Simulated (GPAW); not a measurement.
CsPbBr3:

```
CELL_PARAMETERS angstrom
5.87000 0.00000 0.00000
0.00000 5.87000 0.00000
0.00000 0.00000 5.87000
ATOMIC_POSITIONS crystal
Pb 0.50000 0.50000 0.50000
Cs 0.00000 0.00000 0.00000
Br 0.50000 0.50000 0.00000
Br 0.50000 0.00000 0.50000
Br 0.00000 0.50000 0.50000
```

Measurements of this composition are mostly on another form, of space group No. 62.

```yaml
Program: GPAW 26.7.0
Task: relaxation of cell and atoms
Functional: PBEsol
Dispersion: D3
Potentials_or_basis: PAW data sets generated in the run's folder for this functional
Cutoff: 600 eV
Basis: pw
k_mesh: 5 × 5 × 5
Occupations: fermi-dirac, width 0.05 eV
Spin: no spin polarisation
```

At the start: pressure -0.8 GPa; volume 40.45 Å³/atom.

Problem. Where does the relaxation end?

Solution. Over 3 steps the energy falls by 3.2 meV/atom and the volume is 39.09 Å³/atom (-3.4 %); space group Pm-3m (No. 221, to 0.05 Å).

Step by step:
```tsv
step	energy change (eV)	largest force (eV/Å)	pressure (GPa)	volume (Å³)
1	0.0000	0.0000	-0.79	202.26
2	-0.0016	0.0000	-0.75	201.92
3	-0.0161	0.0000	0.04	195.46
```

Final structure:
```cif
data_structure
_symmetry_space_group_name_H-M 'P 1'
_symmetry_Int_Tables_number 1
_cell_length_a 5.8035
_cell_length_b 5.8035
_cell_length_c 5.8035
_cell_angle_alpha 90.000
_cell_angle_beta 90.000
_cell_angle_gamma 90.000
_cell_volume 195.46
loop_
_atom_site_label
_atom_site_type_symbol
_atom_site_fract_x
_atom_site_fract_y
_atom_site_fract_z
_atom_site_occupancy
Pb1 Pb 0.50000 0.50000 0.50000 1
Cs1 Cs 0.00000 0.00000 0.00000 1
Br1 Br 0.50000 0.50000 0.00000 1
Br2 Br 0.50000 0.00000 0.50000 1
Br3 Br 0.00000 0.50000 0.50000 1
```

Caveat: later steps reuse the first step's grids.
